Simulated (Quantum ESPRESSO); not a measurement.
MnO:

```
Mn O
1.0
     3.58271    0.00000    0.00000
     0.00000    3.58271    0.00000
     0.00000    0.00000    4.46048
Mn O
2 2
Direct
  0.00000 0.50000 0.00000
  0.50000 0.00000 0.50000
  0.00000 0.00000 0.25000
  0.00000 0.00000 0.75000
```

Measurements of this composition are mostly on another form, of space group No. 225.

Base run:

```yaml
Program: Quantum ESPRESSO 7.5
Functional: PBEsol
Potentials_or_basis: PseudoDojo 0.4 SR PBEsol stringent
Cutoff: 1769 eV
Density_cutoff: 7075 eV
k_mesh: 5 × 5 × 4
Occupations: gaussian, width 0.05 eV
Spin: collinear spin, antiferromagnetic start
Starting_moments: "[5.0, -5.0, 0.0, 0.0] μB"
Hubbard_terms: Mn d U = 3 eV
```

Its results: band gap on the k mesh none (metal or under the smearing width); pressure -4.9 GPa; net moment 0.00 μB per cell; site moments Mn +3.92, -3.92; O -0.00 μB.

Problem. The run is repeated on the same cell with these changes: functional from PBEsol to PBE. What comes out?

Solution. Band gap on the k mesh none (metal or under the smearing width); pressure -0.2 GPa; net moment 0.00 μB per cell; site moments Mn +3.94, -3.94; O -0.00 μB.

PBE binds less tightly than PBEsol, so the same cell stands under more pressure.

Caveats: the potentials were made for another functional, which shifts forces and pressure (some runs).
